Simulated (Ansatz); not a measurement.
**Ionic part of the dielectric constant of MgS at 12 GPa, mode by mode**

All numbers below come from DFT PBE, scalar-relativistic, plane waves, PAW (Ansatz). Settings: 420 eV plane-wave cutoff, Γ-centred 8×8×8 mesh, fixed occupations. No spin polarisation. Phonons by linear response, acoustic sum rule imposed.

Symmetry: Fm-3m, No. 225, cubic system. Conventional cell: a = 5.015 Å, b = 5.015 Å, c = 5.015 Å, α = 90.00°, β = 90.00°, γ = 90.00°. Around Mg (site symmetry m-3m) lie 6 S at 2.51 Å. S (site symmetry m-3m) is surrounded by 6 Mg at 2.51 Å.

The primitive cell has V = 31.54 Å³ and ε∞,yy = 5.455. Each polar mode adds Δε = (4.92064×10⁷/V)·S/ν² along y, with S its oscillator strength in e²/amu, ν in cm⁻¹ and V in Å³.

**Question.** From these modes, find each Δε and ε0,yy.
```csv
ν (cm⁻¹),S_yy (e²/amu)
310.4,0.3589
```

**Answer.**
```json
{"ν (cm⁻¹)": "310.4", "Δε": "5.81"}
```

The sum is 5.812, so ε0,yy = 11.27; the run's tensor has 11.27.

**Question.** Where do the longitudinal modes lie for a wave vector along y?

**Answer.** At 446 cm⁻¹. The Lyddane–Sachs–Teller product Π(ν_LO/ν_TO)² = 2.07 matches ε0/ε∞ = 2.07.

Cost: 1 run of about 0.43 core-minutes, on Intel Xeon Platinum 8259CL (Skylake/Cascade Lake) (shared hosts).